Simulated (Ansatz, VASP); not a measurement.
# One calculation of BP, two programs

```
CELL_PARAMETERS angstrom
0.00000 2.20093 2.26900
2.26900 0.00000 2.26900
2.26900 2.20093 0.00000
ATOMIC_POSITIONS crystal
B 0.00000 0.00000 0.00000
P 0.75000 0.75000 0.75000
```

Change from the starting cell: strain -0.0300 x Voigt [0, 1, 0, 0, 0, 0], atoms carried along.

Alike in both runs: task single point; functional PBE; k mesh 10 × 10 × 10; occupations gaussian, width 0.05 eV; no spin polarisation.

|  | VASP | Ansatz |
| --- | --- | --- |
| version | VASP 6.6.1 | Ansatz 0.2.0 |
| potentials or method | VASP PAW PBE potentials, release 64 (B, P) | scalar-relativistic, plane waves, PAW |
| plane-wave cutoff (eV) | 520 | 420 |
| valence electrons in the cell | 8 | 8 |

|  | VASP | Ansatz | Ansatz less VASP |
| --- | --- | --- | --- |
| gap on the k mesh at the Fermi level (eV) | 0.74 | 0.74 | +0.005 |
| least direct gap on the mesh (eV) | 3.14 | 3.15 | +0.004 |
| pressure (GPa) | 6.2 | 6.5 | +0.26 |
| largest component of the traceless stress (GPa) | 5.34 | 5.33 | -0.009 |

A k mesh can miss the band edges.
